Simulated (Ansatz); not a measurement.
ZnS:

```
CELL_PARAMETERS angstrom
0.00000 2.70200 2.70200
2.70200 0.00000 2.70200
2.70200 2.70200 0.00000
ATOMIC_POSITIONS crystal
Zn 0.75000 0.75000 0.75000
S 0.00000 0.00000 0.00000
```

* Program: Ansatz 0.2.0
* Task: relaxation of cell and atoms
* Functional: PBEsol0
* Potentials or basis: Ansatz PAW
* Cutoff: 420 eV (not typed: the program's choice for these potentials)
* k mesh: 5 × 5 × 5
* Occupations: fermi-dirac, width 0.05 eV
* Spin: no spin polarisation

At the start: volume 19.73 Å³/atom.

Problem. Where does the relaxation end?

Solution. It ends after 4 steps and the volume is 19.28 Å³/atom (-2.3 %); space group F-43m (No. 216, to 0.05 Å).

The path:
| step | energy change (eV) | largest force (eV/Å) | volume (Å³) |
| --- | --- | --- | --- |
| 1 | 0.0000 | 0.0000 | 39.45 |
| 2 | -0.0046 | 0.0000 | 38.91 |
| 3 | -0.0056 | 0.0000 | 38.55 |
| 4 | -0.0051 | 0.0000 | 38.55 |

Final structure:
```
CELL_PARAMETERS angstrom
0.00000 2.68127 2.68127
2.68127 0.00000 2.68127
2.68127 2.68127 0.00000
ATOMIC_POSITIONS crystal
Zn 0.75000 0.75000 0.75000
S 0.00000 0.00000 0.00000
```

Caveat: the plane-wave basis is chosen anew once the cell has moved, so the energies of steps on either side of that aren't comparable; the PAW data sets come from PBE, with cores solved anew for the run's functional, which leaves a small shift of forces and pressure.
